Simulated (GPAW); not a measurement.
# TiO2 (Anatase): single point with PBEsol

Crystal: TiO2 (Anatase).

```
CELL_PARAMETERS angstrom
-1.89210 1.89210 4.75730
1.89210 -1.89210 4.75730
1.89210 1.89210 -4.75730
ATOMIC_POSITIONS crystal
Ti 0.74925 0.24974 0.49428
Ti 0.00300 0.99677 0.00022
O 0.78263 0.79509 0.99737
O 0.54145 0.03977 0.50117
O 0.95029 0.44987 0.47609
O 0.21551 0.20969 0.00559
```

The cell isn't the ideal one: atoms moved at random, drawn with an rms of 0.05 Å.

```json
{
  "Program": "GPAW 26.7.0",
  "Task": "single point",
  "Functional": "PBEsol",
  "Potentials or basis": "PAW data sets generated in the run's folder for this functional",
  "Cutoff": "800 eV",
  "Basis": "pw",
  "k mesh": "10 × 10 × 10",
  "Occupations": "fermi-dirac, width 0.05 eV",
  "Spin": "no spin polarisation",
  "Ranks": "4",
  "Maxiter": "150"
}
```

```
Pressure               : -0.6 GPa
Largest force          : 0.905 eV/Å
Band gap on the k mesh : 2.02 eV, indirect (least direct gap 2.41 eV)
```

Forces on the atoms (eV/Å):
```
Ti   0.063  0.064 -0.330
Ti  -0.087 -0.021  0.262
O   -0.627  0.237  0.288
O   -0.151 -0.081  0.318
O    0.773  0.212 -0.421
O    0.029 -0.411 -0.116
```

Stress tensor (GPa, compression positive):
```
 1.86 -0.03  1.15
-0.03 -1.10 -0.14
 1.15 -0.14 -2.62
```

Levels at points of the mesh, in eV from the valence-band top:
```
           k point  band 21  band 22  band 23  band 24  band 25  band 26  band 27  band 28
(0.00, 0.00, 0.00)    -0.82    -0.75    -0.58    -0.48     2.02     2.80     3.73     3.89
(0.00, 0.00, 0.50)    -2.23    -2.14    -0.05     0.00     3.29     3.35     3.78     3.83
(0.00, 0.50, 0.00)    -1.94    -0.96    -0.90    -0.64     3.20     3.46     3.53     3.73
(0.00, 0.50, 0.50)    -1.99    -1.09    -0.96    -0.67     3.10     3.42     3.51     3.62
(0.50, 0.00, 0.00)    -2.00    -1.09    -0.97    -0.68     3.19     3.32     3.46     3.67
(0.50, 0.00, 0.50)    -1.96    -0.96    -0.90    -0.73     3.22     3.48     3.59     3.63
(0.50, 0.50, 0.00)    -2.20    -2.16    -0.04     0.00     3.28     3.36     3.75     3.86
(0.50, 0.50, 0.50)    -1.37    -1.31    -0.20    -0.17     2.37     2.42     3.66     3.74
```

Run time: 11 min on 4 MPI ranks on Arm Neoverse V2 (shared host), peak memory 0.65 GiB a rank.

A k mesh can miss the band edges.
